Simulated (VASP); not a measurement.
# GaAs (F-43m) in VASP: notebook, part 2 of 2

VASP 6.6.1. The steps go on from the part before.

## Step 4: Single point, PBE

The input, INCAR:

```
PREC = Accurate ; ENCUT = 520
EDIFF = 1E-6 ; ISMEAR = 0
SIGMA = 0.028000000000000004 ; LREAL = False
LASPH = True ; NELM = 100
ALGO = Fast ; ISIF = 2
LWAVE = False ; LCHARG = False
GGA = PE ; NBANDS = 16
```

The input, KPOINTS:

```
Automatic mesh
0
Gamma
  8 8 8
```

The input, POSCAR:

```
GaAs
1.0
    0.0000000000      2.8268500000      2.8268500000
    2.8268500000      0.0000000000      2.8268500000
    2.8268500000      2.8268500000      0.0000000000
As Ga
1 1
Direct
    0.7500000000      0.7500000000      0.7500000000
    0.0000000000      0.0000000000      0.0000000000
```

Potentials or basis: VASP PAW PBE potentials, release 64 (As, Ga_d).

Started as:

```sh
$ cat potpaw_PBE.64/As/POTCAR potpaw_PBE.64/Ga_d/POTCAR > POTCAR
$ mpirun -np 1 vasp_std > vasp.out
```

OUTCAR:

```text
PREC = Accurate
   ENCUT = 520
   EDIFF = 1E-6
   ISMEAR = 0
   LREAL = False
   LASPH = True
   NELM = 100
   ISIF = 2
   GGA = PE

 ion  position               nearest neighbor table
   1  0.750  0.750  0.750-   2 2.45   2 2.45   2 2.45   2 2.45
   2  0.000  0.000  0.000-   1 2.45   1 2.45   1 2.45   1 2.45

  LATTYP: Found a face centered cubic cell.
 ALAT       =     5.6537000000

  Lattice vectors:

 A1 = (   0.0000000000,   2.8268500000,   2.8268500000)
 A2 = (   2.8268500000,   0.0000000000,   2.8268500000)
 A3 = (   2.8268500000,   2.8268500000,   0.0000000000)

Analysis of symmetry for initial positions (statically):
=====================================================================
 Subroutine PRICEL returns:
 Original cell was already a primitive cell.

 Routine SETGRP: Setting up the symmetry group for a
 face centered cubic supercell.

 Subroutine GETGRP returns: Found 24 space group operations
 (whereof 24 operations were pure point group operations)
 out of a pool of 48 trial point group operations.

The static configuration has the point symmetry T_d .

Analysis of symmetry for dynamics (positions and initial velocities):
=====================================================================
 Subroutine PRICEL returns:
 Original cell was already a primitive cell.

 Routine SETGRP: Setting up the symmetry group for a
 face centered cubic supercell.

 Subroutine GETGRP returns: Found 24 space group operations
 (whereof 24 operations were pure point group operations)
 out of a pool of 48 trial point group operations.

The dynamic configuration has the point symmetry T_d .

 Subroutine INISYM returns: Found 24 space group operations
 (whereof 24 operations are pure point group operations),
 and found     1 'primitive' translations

----------------------------------------------------------------------------------------

                                     Primitive cell
[... 106 lines left out ...]
   ISMEAR =     0;   SIGMA  =   0.03  broadening in eV -4-tet -1-fermi 0-gaus
   EFERMI_NEDOS =   21; number of points for ismear=-14 and -15
   IALGO  =     68    algorithm
   IMIX   =      4    mixing-type and parameters
     AMIX     =   0.40;   BMIX     =  1.00
     AMIX_MAG =   1.60;   BMIX_MAG =  1.00
  volume/ion in A,a.u.               =      22.59       152.44
  Fermi-wavevector in a.u.,A,eV,Ry     =   1.204628  2.276417 19.743799  1.451128
  Thomas-Fermi vector in A             =   2.340347
   LORBIT       =      0    0 simple, 1 ext, 2 COOP (PROOUT), +10 PAW based schemes
   GGA     = PE    functional components
   LHFCALC =     F    Hartree Fock is set to
   AEXX    =    0.0000 exact exchange contribution
   IVDW    =     0    specifies the selected vdW correction
   LEPSILON=     F    determine dielectric tensor
   LRPA    =     F    only Hartree local field effects (RPA)
 non-spin polarized calculation
 RMM-DIIS sequential band-by-band and
 Gauss-broadening in eV      SIGMA  =   0.03
  energy-cutoff  :      520.00
  volume of cell :       45.18
 maximum number of plane-waves:      1243
 NGX is ok and might be reduce to    30
   NGX = 15   NGY = 15   NGZ = 15

 number of electron      17.9999995 magnetization

 Free energy of the ion-electron system (eV)
  ---------------------------------------------------
  ext. energy  EPLUGINS =         0.00000000
  ---------------------------------------------------
  free energy    TOTEN  =        -8.24710839 eV

  energy without entropy =       -8.24710839  energy(sigma->0) =       -8.24710839

 E-fermi :   4.1426     XC(G=0):  -9.5871

 val. band max:        3.9332407836   @ k =   0.0000   0.0000   0.0000
 cond. band min:       4.4531951454   @ k =   0.0000   0.0000   0.0000
 fundamental gap:      0.5199543619
 Fermi energy:         4.1425673402

 k-point     1 :       0.0000    0.0000    0.0000
  band No.  band energies     occupation
      1     -10.8766      2.00000
      2     -10.8766      2.00000
      3     -10.8766      2.00000
      4     -10.7975      2.00000
      5     -10.7975      2.00000
      6      -8.7924      2.00000
[... 433 lines left out ...]
      3     -10.8443      2.00000
      4     -10.8018      2.00000
      5     -10.7939      2.00000
      6      -6.6850      2.00000
[... 8 lines left out ...]
     15      15.5479      0.00000
     16      16.0702      0.00000

 [... further k-points ...]
[... 5 lines left out ...]
  --------------------------------------------------------------------------------------
  -------------------------------------------------------------------------------------
  Total        0.9888785      0.9888785      0.9888785     -0.0000000      0.0000000     -0.0000000
  in kB       35.0683406     35.0683406     35.0683406     -0.0000000      0.0000000     -0.0000000
  external PRESSURE =      35.0683406 kB  Pullay stress =       0.0000000 kB

 VOLUME and BASIS-vectors are now :
 -----------------------------------------------------------------------------
  energy-cutoff  :      520.00
  volume of cell :       45.18
      direct lattice vectors                 reciprocal lattice vectors
     0.000000000  2.826850000  2.826850000    -0.176875321  0.176875321  0.176875321
     2.826850000  0.000000000  2.826850000     0.176875321 -0.176875321  0.176875321
     2.826850000  2.826850000  0.000000000     0.176875321  0.176875321 -0.176875321

 POSITION                                       TOTAL-FORCE (eV/Angst)
 -----------------------------------------------------------------------------------
      4.24027      4.24027      4.24027         0.000000     -0.000000     -0.000000
      0.00000      0.00000      0.00000        -0.000000      0.000000      0.000000
 -----------------------------------------------------------------------------------
    total drift:                               -0.000002     -0.000002     -0.000002

  FREE ENERGIE OF THE ION-ELECTRON SYSTEM (eV)
  ---------------------------------------------------
  free  energy   TOTEN  =        -8.2471083905 eV

  energy  without entropy=       -8.2471083905  energy(sigma->0) =       -8.24710839
```

OSZICAR:

```text
N       E                     dE             d eps       ncg     rms          rms(c)
DAV:   1     0.876136579929E+02    0.87614E+02   -0.89651E+03   960   0.155E+03
DAV:   2    -0.126630818722E+01   -0.88880E+02   -0.85006E+02  1016   0.319E+02
DAV:   3    -0.830010297534E+01   -0.70338E+01   -0.70059E+01  1136   0.686E+01
DAV:   4    -0.840617342416E+01   -0.10607E+00   -0.10606E+00  1112   0.926E+00
DAV:   5    -0.840756301754E+01   -0.13896E-02   -0.13896E-02  1176   0.966E-01    0.290E+00
RMM:   6    -0.826567517423E+01    0.14189E+00   -0.15142E-01  1362   0.337E+00    0.172E+00
RMM:   7    -0.824613954615E+01    0.19536E-01   -0.67185E-02  1292   0.129E+00    0.616E-01
RMM:   8    -0.824664083156E+01   -0.50129E-03   -0.11479E-02  1377   0.101E+00    0.985E-02
RMM:   9    -0.824695860764E+01   -0.31778E-03   -0.21428E-03  1376   0.446E-01    0.512E-02
RMM:  10    -0.824710748224E+01   -0.14887E-03   -0.47066E-04  1398   0.182E-01    0.117E-02
RMM:  11    -0.824710761498E+01   -0.13275E-06   -0.54563E-05  1444   0.577E-02    0.386E-03
RMM:  12    -0.824710839048E+01   -0.77550E-06   -0.75398E-06  1190   0.244E-02
   1 F= -.82471084E+01 E0= -.82471084E+01  d E =-.493945E-28
```

stdout:

```text
POSCAR found type information on POSCAR AsGa
 POSCAR found :  2 types and       2 ions
 scaLAPACK will be used
 LDA part: xc-table for (Slater+PW92), standard interpolation
 POSCAR, INCAR and KPOINTS ok, starting setup
 FFT: planning ... GRIDC
 FFT: planning ... GRID_SOFT
 FFT: planning ... GRID
 WAVECAR not read
 entering main loop
```

It took 14 s on 1 thread of Intel Xeon Platinum 8488C (Sapphire Rapids), shared host; peak memory 0.17 GiB.

What came out:

```
Free energy            : -8.2471 eV
Pressure               : 3.5 GPa
Band gap on the k mesh : 0.52 eV, direct
```

Levels at points of the mesh, in eV from the valence-band top:
```tsv
k point	band 5	band 6	band 7	band 8	band 9	band 10	band 11	band 12	band 13	band 14
(0.00, 0.00, 0.00)	-14.73	-12.73	0.00	0.00	0.00	0.52	3.73	3.73	3.73	7.59
(0.50, 0.00, 0.00)	-14.73	-10.96	-6.64	-1.14	-1.14	1.00	4.63	4.63	7.75	10.40
(0.50, 0.50, 0.00)	-14.72	-10.22	-6.82	-2.68	-2.68	1.46	1.65	10.17	10.17	10.98
```

## Step 5: Relaxation of cell and atoms, PBE+D3

The input, INCAR:

```
SYSTEM = GaAs
PREC     = Accurate       ! precision mode
ENCUT    = 600            ! plane-wave cutoff, eV
EDIFF    = 1E-7           ! SCF threshold, eV
ISMEAR   = -1             ! smearing method
SIGMA    = 0.05           ! smearing width, eV
LREAL    = .FALSE.        ! projectors in reciprocal space
LASPH    = .TRUE.         ! aspherical terms in the spheres
NELM     = 80             ! most SCF steps
ALGO     = Fast           ! electronic algorithm
ISIF     = 3              ! what is computed and relaxed
LWAVE    = .FALSE.        ! write WAVECAR
LCHARG   = .FALSE.        ! write CHGCAR
GGA      = PE             ! functional
IVDW     = 11             ! dispersion correction
IBRION   = 2              ! ionic algorithm
NSW      = 40             ! ionic steps
EDIFFG   = -0.01          ! ionic threshold
```

The input, KPOINTS:

```
regular mesh
0
G
  8 8 8
  0 0 0
```

POSCAR is that of step 4.

Started as:

```sh
$ cat potpaw_PBE.64/As/POTCAR potpaw_PBE.64/Ga_d/POTCAR > POTCAR
$ mpirun -np 1 vasp_std > vasp.out
```

It took 28 s on 1 thread of Intel Xeon Platinum 8488C (Sapphire Rapids), shared host; peak memory 0.2 GiB.

Results (log left out):

* Free energy: -8.7024 eV
* Relaxed volume: 23.25 Å³/atom
* Relaxed cell: a = 4.036 Å, b = 4.036 Å, c = 4.036 Å, α = 60.00°, β = 60.00°, γ = 60.00°
* Space group after relaxing (to 0.05 Å): F-43m (No. 216)
* Energy gained by relaxing: 4.0 meV/atom
* Ionic steps: 3
* Pressure after relaxing: 0.0 GPa
* Band gap on the k mesh: 0.30 eV, direct
* Dispersion energy per atom: -0.218 eV

The path:
```tsv
step	energy change (eV)	largest force (eV/Å)	pressure (GPa)	volume (Å³)
1	0.0000	0.0000	1.98	45.18
2	-0.0067	0.0000	-0.68	47.03
3	-0.0079	0.0000	0.04	46.50
```

Final structure:
```
As Ga
1.0
     0.00000    2.85414    2.85414
     2.85414    0.00000    2.85414
     2.85414    2.85414    0.00000
As Ga
1 1
Direct
  0.75000 0.75000 0.75000
  0.00000 0.00000 0.00000
```

Levels at points of the mesh, in eV from the valence-band top:
| k point | band 7 | band 8 | band 9 | band 10 | band 11 | band 12 |
| --- | --- | --- | --- | --- | --- | --- |
| (0.00, 0.00, 0.00) | 0.00 | 0.00 | 0.00 | 0.30 | 3.72 | 3.72 |
| (0.50, 0.00, 0.00) | -6.48 | -1.10 | -1.10 | 0.92 | 4.62 | 4.62 |
| (0.50, 0.50, 0.00) | -6.69 | -2.58 | -2.58 | 1.52 | 1.67 | 9.94 |

## Step 6: The reference run

An earlier run on the cell as given: functional PBEsol; potentials or basis VASP PAW PBE potentials, release 64 (As, Ga_d); cutoff 520 eV; k mesh 8 × 8 × 8; occupations fermi-dirac, width 0.05 eV; no spin polarisation.

- Pressure: 0.3 GPa
- Band gap on the k mesh: 0.46 eV, direct

## Step 7: The runs side by side

| task | level | potentials or basis | cell | k mesh | cutoff (eV) | smearing | grid for exact exchange (PRECFOCK) | screening parameter | ladder | mesh quality | gap on the mesh (eV) | pressure (GPa) |
| --- | --- | --- | --- | --- | --- | --- | --- | --- | --- | --- | --- | --- |
| single point | PBEsol | VASP PAW PBE potentials, release 54 (As, Ga_d) | as given | 8 × 8 × 8 | 520 | gaussian 0.1 eV | - | - | - | not flagged | 0.46 | 0.3 |
| single point | HSE06+D3(BJ) | VASP PAW PBE potentials, release 64 (As, Ga) | as given | 4 × 4 × 4 | 500 | gaussian 0.05 eV | Fast | 0.200000 1/A | - | coarse | 1.49 | -2.1 |
| single point | PBE | VASP PAW PBE potentials, release 64 (As, Ga_d) | as given | 8 × 8 × 8 | 520 | gaussian 0.028 eV | - | - | - | not flagged | 0.52 | 3.5 |
| relaxation of cell and atoms | PBE+D3 | VASP PAW PBE potentials, release 64 (As, Ga_d) | relaxed | 8 × 8 × 8 | 600 | fermi-dirac 0.05 eV | - | - | - | not flagged | 0.30 | 0.0 |
| single point | PBEsol | VASP PAW PBE potentials, release 64 (As, Ga_d) | as given | 8 × 8 × 8 | 520 | fermi-dirac 0.05 eV | - | - | free | not flagged | 0.46 | 0.3 |

Alike in all rows: no spin polarisation.

Caveats: some runs use coarse meshes; the PAW data sets were made with another functional, which shifts forces and pressure a little (some runs).

Total energies depend on the potentials used, so only differences within one code and one set of settings carry meaning.

## Step 8: Comparison with measurements

Step 2. A measured gap of GaAs is 1.412 eV (direct; 300 K; “Evidence of valence band perturbations in GaAsN/GaAs(001): A combined variable-angle spectroscopic ellipsometry and modulated photoreflectance investigation”, 2008, arxiv:0805.2212); the calculated 0.46 eV misses it by -0.96 eV. 3 values of this kind are on record (1.412 to 1.51 eV); this one was drawn at random among those near their median, those with a stated uncertainty first. Spin-orbit coupling on As, Ga is left out. The value is that of PBEsol on a finite k mesh, which can miss the band edges, without temperature or zero-point motion. Semilocal functionals fall short of measured gaps as a rule.

Step 4. Measured gap of GaAs: 1.412 eV (direct; 300 K; “Evidence of valence band perturbations in GaAsN/GaAs(001): A combined variable-angle spectroscopic ellipsometry and modulated photoreflectance investigation”, 2008, arxiv:0805.2212). This calculation gives 0.52 eV (-0.89 eV). 3 values of this kind are on record (1.412 to 1.51 eV); this one was drawn at random among those near their median, those with a stated uncertainty first. Spin-orbit coupling on As, Ga is left out. The value is that of PBE on a finite k mesh, which can miss the band edges, without temperature or zero-point motion. Semilocal functionals fall short of measured gaps as a rule.
